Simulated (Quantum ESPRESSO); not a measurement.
# HfN (F-43m) in Quantum ESPRESSO: further runs

The runs below take HfN through single point, with PBEsol, PBEsol+U.

Everything below comes from runs of Quantum ESPRESSO 7.5. Logs are shortened: lines on timing, memory, paths and dates and some standing lists are left out, and cuts for length are marked.

### Step 1. Starting point

The structure is cubic, space group F-43m (No. 216). The conventional cell has a = 4.910 Å, b = 4.910 Å, c = 4.910 Å, α = 90.00°, β = 90.00°, γ = 90.00°. Hf (site symmetry -43m) is surrounded by 4 N at 2.13 Å. Around N (site symmetry -43m) lie 4 Hf at 2.13 Å.

The cell comes from a database or a generator and needn't be the stable form of this composition.

### Step 2. Single point, PBEsol

pw.in

```
&CONTROL
  calculation = 'scf'
  prefix = 'pwscf'
  outdir = './tmp'
  pseudo_dir = './pseudo'
  tprnfor = .true.
  tstress = .true.
  disk_io = 'nowf'
/
&SYSTEM
  ibrav = 0
  nat = 2
  ntyp = 2
  ecutwfc = 45
  ecutrho = 360
  nbnd = 15
  occupations = 'smearing'
  smearing = 'fd'
  degauss = 0.00367493
/
&ELECTRONS
  conv_thr = 4d-10
  electron_maxstep = 120
  mixing_beta = 0.5
/
ATOMIC_SPECIES
Hf   178.4900 hf_pbesol_v1.uspp.F.UPF
N     14.0070 n_pbesol_v1.2.uspp.F.UPF
CELL_PARAMETERS bohr
   0.0000000000    4.6389412647    4.6389412647
   4.6389412647    0.0000000000    4.6389412647
   4.6389412647    4.6389412647    0.0000000000
ATOMIC_POSITIONS bohr
Hf     0.0000000000    0.0000000000    0.0000000000
N      2.3194706324    2.3194706324    2.3194706324
K_POINTS automatic
9 9 9 0 0 0
```

Potentials or basis: GBRV 1.5 PBEsol.

The run is started by

```
$ OMP_NUM_THREADS=1 mpirun -n 2 pw.x -nk 2 -in pw.in > pw.out
```

pw.out:

```text
This program is part of the open-source Quantum ESPRESSO suite
     for quantum simulation of materials; please cite
[... 6 lines left out ...]
     using ibrav=0 with symmetry is DISCOURAGED, use correct ibrav instead

     K-points division:     npool     =       2
     Subspace diagonalization in iterative solution of the eigenvalue problem:
     a serial algorithm will be used

     G-vector sticks info
     --------------------
     sticks:   dense  smooth     PW     G-vecs:    dense   smooth      PW
     Sum        1069     535    163                23049     8099    1459

     Using Slab Decomposition

     bravais-lattice index     =            0
     lattice parameter (alat)  =       6.5605  a.u.
     unit-cell volume          =     199.6580 (a.u.)^3
     number of atoms/cell      =            2
     number of atomic types    =            2
     number of electrons       =        17.00
     number of Kohn-Sham states=           15
     kinetic-energy cutoff     =      45.0000  Ry
     charge density cutoff     =     360.0000  Ry
     scf convergence threshold =      4.0E-10
     mixing beta               =       0.5000
     number of iterations used =            8  plain     mixing
     Exchange-correlation= SLA  PW   PSX  PSC
                           (   1   4  10   8   0   0   0)

     celldm(1)=   6.560454  celldm(2)=   0.000000  celldm(3)=   0.000000
     celldm(4)=   0.000000  celldm(5)=   0.000000  celldm(6)=   0.000000

     crystal axes: (cart. coord. in units of alat)
               a(1) = (   0.000000   0.707107   0.707107 )
               a(2) = (   0.707107   0.000000   0.707107 )
               a(3) = (   0.707107   0.707107   0.000000 )

     reciprocal axes: (cart. coord. in units 2 pi/alat)
               b(1) = ( -0.707107  0.707107  0.707107 )
               b(2) = (  0.707107 -0.707107  0.707107 )
               b(3) = (  0.707107  0.707107 -0.707107 )

     PseudoPot. # 1 for Hf read from file:
     hf_pbesol_v1.uspp.F.UPF
     Pseudo is Ultrasoft + core correction, Zval = 12.0
     Generated by new atomic code, or converted to UPF format
     Using radial grid of  921 points,  8 beta functions with:
                l(1) =   0
                l(2) =   0
                l(3) =   0
                l(4) =   1
                l(5) =   1
                l(6) =   2
                l(7) =   2
                l(8) =   3
     Q(r) pseudized with  6 coefficients,  rinner =    1.200   1.200   1.200
                                                       1.200   1.200   1.200
                                                       1.200

     PseudoPot. # 2 for N  read from file:
     n_pbesol_v1.2.uspp.F.UPF
     Pseudo is Ultrasoft + core correction, Zval =  5.0
     Generated by new atomic code, or converted to UPF format
     Using radial grid of  729 points,  4 beta functions with:
                l(1) =   0
                l(2) =   0
                l(3) =   1
                l(4) =   1
     Q(r) pseudized with  8 coefficients,  rinner =    0.900   0.900   0.900

     atomic species   valence    mass     pseudopotential
     Hf               12.00   178.49000     Hf( 1.00)
     N                 5.00    14.00700     N ( 1.00)

     24 Sym. Ops. (no inversion) found

   Cartesian axes

     site n.     atom                  positions (alat units)
         1        Hf     tau(   1) = (   0.0000000   0.0000000   0.0000000  )
         2        N      tau(   2) = (   0.3535534   0.3535534   0.3535534  )

     number of k points=    35  Fermi-Dirac smearing, width (Ry)=  0.0037
                       cart. coord. in units 2pi/alat
        k(    1) = (   0.0000000   0.0000000   0.0000000), wk =   0.0027435
        k(    2) = (   0.0785674   0.0785674  -0.0785674), wk =   0.0219479
        k(    3) = (   0.1571348   0.1571348  -0.1571348), wk =   0.0219479
        k(    4) = (   0.2357023   0.2357023  -0.2357023), wk =   0.0219479
        k(    5) = (   0.3142697   0.3142697  -0.3142697), wk =   0.0219479
        k(    6) = (   0.1571348   0.0000000  -0.0000000), wk =   0.0164609
[... 27 lines left out ...]
        k(   34) = (  -0.0000000  -0.4714045   0.6285394), wk =   0.0658436
        k(   35) = (  -0.0785674  -0.3928371   0.7071068), wk =   0.0658436

     Dense  grid:    23049 G-vectors     FFT dimensions: (  40,  40,  40)

     Smooth grid:     8099 G-vectors     FFT dimensions: (  30,  30,  30)

     Check: negative core charge=   -0.000002

     Initial potential from superposition of free atoms

     starting charge      15.0000, renormalised to      17.0000

     negative rho (up, down):  1.197E-01 0.000E+00
     Starting wfcs are   17 randomized atomic wfcs

     Self-consistent Calculation

     iteration #  1     ecut=    45.00 Ry     beta= 0.50
     Davidson diagonalization with overlap
     ethr =  1.00E-02,  avg # of iterations =  2.9

     negative rho (up, down):  1.107E-01 0.000E+00

     total energy              =    -178.58740446 Ry
     estimated scf accuracy    <       1.62273538 Ry

     iteration #  2     ecut=    45.00 Ry     beta= 0.50
     Davidson diagonalization with overlap
     ethr =  9.55E-03,  avg # of iterations =  2.0

     negative rho (up, down):  1.104E-01 0.000E+00

     total energy              =    -178.77540656 Ry
     estimated scf accuracy    <       0.39335342 Ry

     iteration #  3     ecut=    45.00 Ry     beta= 0.50
     Davidson diagonalization with overlap
     ethr =  2.31E-03,  avg # of iterations =  2.0

     negative rho (up, down):  1.112E-01 0.000E+00

     total energy              =    -178.84667040 Ry
     estimated scf accuracy    <       0.05058445 Ry

     iteration #  4     ecut=    45.00 Ry     beta= 0.50
     Davidson diagonalization with overlap
     ethr =  2.98E-04,  avg # of iterations =  2.0

     negative rho (up, down):  1.123E-01 0.000E+00

     total energy              =    -178.85650214 Ry
     estimated scf accuracy    <       0.00104119 Ry

     iteration #  5     ecut=    45.00 Ry     beta= 0.50
     Davidson diagonalization with overlap
     ethr =  6.12E-06,  avg # of iterations =  2.7

     negative rho (up, down):  1.124E-01 0.000E+00

     total energy              =    -178.85663378 Ry
     estimated scf accuracy    <       0.00019006 Ry

     iteration #  6     ecut=    45.00 Ry     beta= 0.50
     Davidson diagonalization with overlap
     ethr =  1.12E-06,  avg # of iterations =  1.9

     negative rho (up, down):  1.123E-01 0.000E+00

     total energy              =    -178.85666105 Ry
     estimated scf accuracy    <       0.00000085 Ry

     iteration #  7     ecut=    45.00 Ry     beta= 0.50
     Davidson diagonalization with overlap
     ethr =  5.03E-09,  avg # of iterations =  3.2

     negative rho (up, down):  1.123E-01 0.000E+00

     total energy              =    -178.85666180 Ry
     estimated scf accuracy    <       0.00000074 Ry

     iteration #  8     ecut=    45.00 Ry     beta= 0.50
     Davidson diagonalization with overlap
     ethr =  4.35E-09,  avg # of iterations =  2.0

     negative rho (up, down):  1.123E-01 0.000E+00

     total energy              =    -178.85666186 Ry
     estimated scf accuracy    <       0.00000005 Ry

     iteration #  9     ecut=    45.00 Ry     beta= 0.50
     Davidson diagonalization with overlap
     ethr =  2.91E-10,  avg # of iterations =  2.0

     negative rho (up, down):  1.123E-01 0.000E+00

     total energy              =    -178.85666187 Ry
     estimated scf accuracy    <          2.9E-09 Ry

     iteration # 10     ecut=    45.00 Ry     beta= 0.50
     Davidson diagonalization with overlap
     ethr =  1.68E-11,  avg # of iterations =  2.0

     negative rho (up, down):  1.123E-01 0.000E+00

     End of self-consistent calculation

          k = 0.0000 0.0000 0.0000 (   965 PWs)   bands (ev):

   -48.6405 -17.2187 -17.2187 -17.2187  -2.2993   8.3267   8.3267   8.3267
    13.0575  16.0085  16.0085  20.3738  20.3738  20.3738  27.0480

          k = 0.0786 0.0786-0.0786 (   995 PWs)   bands (ev):

   -48.6381 -17.2774 -17.2263 -17.2263  -2.1552   8.0694   8.4148   8.4148
    13.7002  15.8157  15.8157  20.0563  20.6459  20.6459  25.2437

          k = 0.1571 0.1571-0.1571 (  1001 PWs)   bands (ev):

   -48.6320 -17.4220 -17.2452 -17.2452  -1.8061   7.7361   8.6195   8.6195
    14.9684  15.6022  15.6022  19.4748  20.8297  20.8297  22.8438

          k = 0.2357 0.2357-0.2357 (  1008 PWs)   bands (ev):

   -48.6250 -17.5807 -17.2666 -17.2666  -1.4445   7.7531   8.8095   8.8095
    15.6410  15.8072  15.8072  18.7811  20.2126  20.2126  21.9140

          k = 0.3143 0.3143-0.3143 (  1026 PWs)   bands (ev):

   -48.6204 -17.6812 -17.2805 -17.2805  -1.2341   7.9979   8.9030   8.9030
    15.4104  16.3643  16.3643  18.0503  19.2444  19.2444  22.8833

          k = 0.1571 0.0000-0.0000 (  1002 PWs)   bands (ev):

   -48.6373 -17.2786 -17.2379 -17.2379  -2.1068   7.9127   8.4921   8.4921
    13.8979  15.3158  16.1818  20.4524  20.4524  20.5132  25.8036

          k = 0.2357 0.0786-0.0786 (  1008 PWs)   bands (ev):

   -48.6324 -17.3862 -17.2599 -17.2541  -1.8253   7.6054   8.6663   8.7061
    14.6202  15.1596  16.2352  19.8294  20.5130  20.9605  23.8574

          k = 0.3143 0.1571-0.1571 (  1014 PWs)   bands (ev):

   -48.6257 -17.5333 -17.2819 -17.2793  -1.4681   7.5844   8.8097   8.9247
    14.6678  15.8872  16.3754  19.1743  20.0194  20.8862  22.3630

          k = 0.3928 0.2357-0.2357 (  1015 PWs)   bands (ev):

   -48.6203 -17.6465 -17.3063 -17.2938  -1.2114   7.8973   8.8438   9.0387
    14.8902  15.8273  16.6488  18.7836  19.1990  20.2092  22.7351

          k =-0.2357-0.3928 0.3928 (  1011 PWs)   bands (ev):

   -48.6188 -17.6772 -17.3219 -17.2900  -1.1442   8.1227   8.7910   9.0353
    14.8307  16.2202  16.3041  18.6631  19.4032  19.4969  23.2512

          k =-0.1571-0.3143 0.3143 (  1018 PWs)   bands (ev):

   -48.6219 -17.6136 -17.3182 -17.2723  -1.2814   7.8786   8.7980   8.9320
    15.3805  15.4298  16.3361  18.7989  19.8082  20.3871  22.3959

          k =-0.0786-0.2357 0.2357 (  1013 PWs)   bands (ev):

   -48.6280 -17.4840 -17.2950 -17.2489  -1.5890   7.6589   8.7360   8.7512
    15.0783  15.4920  16.0561  19.1662  20.4308  21.0918  22.5996

          k =-0.0000-0.1571 0.1571 (  1001 PWs)   bands (ev):

   -48.6345 -17.3504 -17.2586 -17.2307  -1.9423   7.7955   8.5200   8.5912
    14.5331  15.2922  15.9395  19.8279  20.5115  21.0828  24.1712

          k = 0.3143 0.0000-0.0000 (   998 PWs)   bands (ev):

   -48.6291 -17.4242 -17.2859 -17.2859  -1.6388   7.2792   8.9557   8.9557
    13.8652  15.8577  16.6570  20.3035  20.3035  20.3219  25.1126

          k = 0.3928 0.0786-0.0786 (  1018 PWs)   bands (ev):
[... 56 lines left out ...]
   -48.6272 -17.4736 -17.3108 -17.2672  -1.5395   7.4507   8.8533   8.9286
    14.2793  15.9066  16.4532  19.3341  20.3433  20.9952  23.4025

          k = 0.3928 0.2357-0.0786 (  1016 PWs)   bands (ev):

   -48.6214 -17.5749 -17.3559 -17.2895  -1.2379   7.6493   8.8396   9.1800
    14.3043  15.7442  16.6958  19.3167  19.9303  20.7654  22.9034

          k =-0.2357-0.3928 0.5500 (  1025 PWs)   bands (ev):

   -48.6175 -17.6417 -17.3789 -17.3084  -1.0582   8.1013   8.6620   9.3332
    14.0999  15.6138  16.6970  19.3480  19.7688  20.3199  23.3802

          k = 0.4714 0.1571-0.0000 (  1026 PWs)   bands (ev):

   -48.6190 -17.5878 -17.3689 -17.3288  -1.1138   7.2379   9.2443   9.5767
    13.3337  16.1217  17.1903  19.5026  19.8851  20.5336  24.1696

          k =-0.1571-0.4714 0.6285 (  1022 PWs)   bands (ev):

   -48.6155 -17.6198 -17.4217 -17.3451  -0.9436   7.6292   9.0607   9.8016
    13.1864  15.4820  17.1260  19.2825  20.0514  21.4472  24.0927

          k =-0.0786-0.3928 0.5500 (  1020 PWs)   bands (ev):

   -48.6147 -17.6109 -17.4602 -17.3394  -0.9060   8.1391   8.6638   9.7831
    13.0629  15.4808  16.7948  19.5339  20.0769  21.7879  23.9497

          k =-0.0000-0.3143 0.4714 (  1019 PWs)   bands (ev):

   -48.6170 -17.5936 -17.4366 -17.3150  -1.0169   8.0565   8.5846   9.5287
    13.7614  15.2413  16.8594  19.6525  20.3503  20.9101  23.4374

          k =-0.0786-0.5500 0.7071 (  1017 PWs)   bands (ev):

   -48.6137 -17.6536 -17.4057 -17.3749  -0.8604   7.1853   9.6633  10.1128
    12.6951  15.6192  17.4549  18.7604  19.5094  22.7337  25.2425

          k =-0.0000-0.4714 0.6285 (  1018 PWs)   bands (ev):

   -48.6131 -17.6266 -17.4561 -17.3688  -0.8321   7.6113   9.2750  10.1086
    12.5590  15.4492  17.1045  19.0204  19.9964  23.5148  24.2730

          k =-0.0786-0.3928 0.7071 (  1022 PWs)   bands (ev):

   -48.6134 -17.6044 -17.4682 -17.3726  -0.8417   8.0253   8.7275  10.1277
    12.6547  15.2090  17.2816  19.0258  20.2746  23.0046  24.4308

     the Fermi energy is    13.7703 ev

!    total energy              =    -178.85666187 Ry
     estimated scf accuracy    <          2.3E-11 Ry
     smearing contrib. (-TS)   =      -0.00042418 Ry
     internal energy E=F+TS    =    -178.85623769 Ry

     The total energy is F=E-TS. E is the sum of the following terms:
     one-electron contribution =     -24.00391453 Ry
     hartree contribution      =      19.69070511 Ry
     xc contribution           =     -80.65587199 Ry
     ewald contribution        =     -93.88715627 Ry

     convergence has been achieved in  10 iterations

     negative rho (up, down):  1.123E-01 0.000E+00

     Forces acting on atoms (cartesian axes, Ry/au):

     atom    1 type  1   force =     0.00000000    0.00000000    0.00000000
     atom    2 type  2   force =     0.00000000    0.00000000    0.00000000

     Total force =     0.000000     Total SCF correction =     0.000000

     Computing stress (Cartesian axis) and pressure

     negative rho (up, down):  1.123E-01 0.000E+00
          total   stress  (Ry/bohr**3)                   (kbar)     P=      -51.49
  -0.00035003  -0.00000000  -0.00000000          -51.49       -0.00       -0.00
  -0.00000000  -0.00035003  -0.00000000           -0.00      -51.49       -0.00
  -0.00000000  -0.00000000  -0.00035003           -0.00       -0.00      -51.49

=------------------------------------------------------------------------------=
   JOB DONE.
=------------------------------------------------------------------------------=
```

Run time: 9 s. Hardware: 2 MPI ranks of Arm Neoverse V1, shared host; peak memory 0.26 GiB.

Results:

* Free energy: -2433.4689 eV
* Pressure: -5.1 GPa
* Band gap on the k mesh: none (metal or under the smearing width)

The run has no spin-orbit coupling, so splittings on Hf are missing.

### Step 3. Single point, PBEsol+U

pw.in: that of step 2 with these lines changed.

```diff
@@ -15,3 +15,3 @@
   ecutrho = 360
-  nbnd = 15
+  nbnd = 18
   occupations = 'smearing'
@@ -23,3 +23,3 @@
   electron_maxstep = 120
-  mixing_beta = 0.5
+  mixing_beta = 0.3
 /
@@ -37 +37,3 @@
 9 9 9 0 0 0
+HUBBARD {atomic}
+U Hf-5d 1.0
```

Potentials or basis: GBRV 1.5 PBEsol.

The run is started by

```
$ OMP_NUM_THREADS=1 mpirun -n 2 pw.x -nk 2 -in pw.in > pw.out
```

Wall time 9.7 s (2 MPI ranks of Arm Neoverse V1, shared host); peak memory 0.28 GiB.

Results (log left out):

```
Free energy            : -2432.3269 eV
Pressure               : -3.7 GPa
Band gap on the k mesh : none (metal or under the smearing width)
```

Levels at points of the mesh, in eV from the Fermi level:
```tsv
k point	band 7	band 8	band 9	band 10	band 11	band 12
(0.00, 0.00, 0.00)	-5.46	-5.46	-0.75	2.39	2.39	6.57
```

Eigenvalues of the final occupation matrices:
```tsv
site	spin	trace	eigenvalues
Hf 1 5d	each	2.00	0.26 0.26 0.49 0.49 0.49
```

Caveat: U without spin polarisation on a metal has little footing. The run has no spin-orbit coupling, so splittings on Hf are missing.
